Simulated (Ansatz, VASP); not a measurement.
# Hf in VASP and in Ansatz

File POSCAR:

```
Hf
1.0
    2.5414543323      0.0000000000      0.0000000000
   -1.2707271662      2.2009640144      0.0000000000
    0.0000000000      0.0000000000      4.3967528692
Hf
2
Direct
    0.3333333333      0.6666666667      0.2500000000
    0.6666666667      0.3333333333      0.7500000000
```

Contents of INCAR.step1:

```
SYSTEM = Hf
PREC = Accurate
ENCUT = 520
ISMEAR = -1
SIGMA = 0.1
LREAL = .FALSE.
LASPH = .TRUE.
NELM = 60
NBANDS = 17
GGA = PE
ALGO = Normal
EDIFF = 1E-4
LWAVE = .TRUE.
LCHARG = .FALSE.
```

Contents of INCAR.step2:

```
SYSTEM = Hf
PREC = Accurate
ENCUT = 520
EDIFF = 1E-6
ISMEAR = -1
SIGMA = 0.1
LREAL = .FALSE.
LASPH = .TRUE.
NELM = 60
ALGO = Normal
ISIF = 2
LWAVE = .FALSE.
LCHARG = .TRUE.
METAGGA = R2SCAN
LMIXTAU = .TRUE.
LELF = .TRUE.
LVHAR = .TRUE.
NBANDS = 17
ISTART = 1
```

The input KPOINTS:

```
Automatic mesh
0
G
  14 14 8
  0 0 0
```

Input for Ansatz:

```yaml
crystal:
  lattice:
    - [2.5414543323, 0.0, 0.0]
    - [-1.2707271662, 2.2009640144, 0.0]
    - [0.0, 0.0, 4.3967528692]
  atoms:
    - { symbol: Hf, position: [0.3333333333, 0.6666666667, 0.25] }
    - { symbol: Hf, position: [0.6666666667, 0.3333333333, 0.75] }
kpoints:
  mp_grid: { grid: [14, 14, 8] }
scf:
  occupations: { method: fermi_dirac, width: 0.1 }
hamiltonian:
  xc: r2scan
  pseudopotentials: { kind: paw }
output:
  forces: true
  stress: true
  eigenvalues: true
  populations: true
```

Change from the starting cell: volume scaled by 0.55, PAW files.

Alike in both runs: task single point; functional r2SCAN; k mesh 14 × 14 × 8; occupations fermi-dirac, width 0.1 eV; no spin polarisation.

|  | VASP | Ansatz |
| --- | --- | --- |
| version | VASP 6.6.1 | Ansatz 0.2.0 |
| potentials or method | VASP PAW PBE potentials, release 64 (Hf_pv) | PAW with Ansatz's default frozen-core files, scalar-relativistic |
| plane-wave cutoff (eV) | 520 | 500 |
| valence electrons in the cell | 20 | 52 |

```tsv
	VASP	Ansatz	Ansatz less VASP
pressure (GPa)	170.7	172.3	+1.63
largest component of the traceless stress (GPa)	1.08	0.06	-1.017
```

With one functional, cell and mesh, what is left measures potentials, basis and numerics. The two sets of potentials don't hold the same shells in valence.

Caveats: the cell as given lies far from equilibrium; so large a pressure means that the cell lies far from this level's equilibrium, or that cutoff or potentials fall short (VASP); the potentials were made for another functional, which shifts forces and pressure (VASP). Spin-orbit coupling is left out, which matters for the levels of Hf.
